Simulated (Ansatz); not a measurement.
Runs of Ansatz 0.2.0 on BeS. Symmetry: F-43m, No. 216, cubic system. Conventional cell: a = 4.850 Å, b = 4.850 Å, c = 4.850 Å, α = 90.00°, β = 90.00°, γ = 90.00°. Around S (site symmetry -43m) lie 4 Be at 2.10 Å. Around Be (site symmetry -43m) lie 4 S at 2.10 Å. 

```tsv
task	level	cell	smearing	points for each segment of the path	gap on the mesh (eV)	pressure (GPa)	relaxed volume (Å³/atom)
single point	PBE	as given	gaussian 0.014 eV	-	3.20	1.5	-
band structure	BLYP	as given	fermi-dirac 0.05 eV	14	3.47	4.6	-
single point	PBE	as given	gaussian 0.012 eV	-	3.20	1.5	-
relaxation of cell and atoms	BLYP	relaxed	fermi-dirac 0.05 eV	-	(b)	0.0	14.97
relaxation of cell and atoms	revPBE	relaxed	fermi-dirac 0.05 eV	-	3.36	0.0	(a)
```

Alike in all rows: potentials or basis Ansatz PAW; no spin polarisation; k mesh 9 × 9 × 9; cutoff (eV) 420.

Question: Fill in the values left out.

Answer: (a) 14.78; (b) 3.55.

Caveats: odd divisions of the mesh miss points on the zone boundary, where band edges often lie, so the gap on the mesh can be too wide (some runs); the PAW data sets come from PBE, with cores solved anew for the run's functional, which leaves a small shift of forces and pressure (some runs); the plane-wave basis is chosen anew once the cell has moved, so the energies of steps on either side of that aren't comparable (some runs); the k mesh misses the band edges, so the gap on the mesh is wider than the one along the path (some runs).
